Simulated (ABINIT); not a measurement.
A run of ABINIT 10.8.3 (patched build):

Contents of run.abi:

```
# Pseudopotentials
pp_dirpath "./"
pseudos "Ni.GGA_PBE-JTH.xml"

# Structure
acell 2.4572992075 2.4572992075 2.4572992075 Angstrom
rprim
     0.0000000000     0.7071067812     0.7071067812
     0.7071067812     0.0000000000     0.7071067812
     0.7071067812     0.7071067812     0.0000000000
ntypat 1
znucl 28
natom 1
typat 1
xred
     0.0000000000     0.0000000000     0.0000000000

# Plane-wave basis
ecut 1333.357926 eV
pawecutdg 73.5
pawxcdev 0

# k points
kptopt 1
ngkpt 13 13 13
nshiftk 1
shiftk 0.0 0.0 0.0

# Exchange and correlation
ixc 14

# Bands and occupations
nband 14
occopt 3
tsmear 0.05 eV

# Spin
nsppol 2
spinat
     0.0000000000     0.0000000000     1.0000000000

# SCF cycle
nstep 100
tolvrs 1.0e-9

# Output
iomode 3
prtwf 0
prtden 0
prteig 0
prtebands 0
```

Potentials or basis: JTH PAW PBE v2.0.

Run with:

```console
$ abinit run.abi > log 2>&1
```

Hardware: 1 thread of Arm Neoverse V2, on a shared host.

Problem. How long does it take, and how much memory?

Solution. It took 74 s on 1 thread of Arm Neoverse V2, on a shared host, peak memory 0.17 GiB. Counts: scf iterations 13, mpi ranks 1, k points 84, bands 14, plane waves 1185.
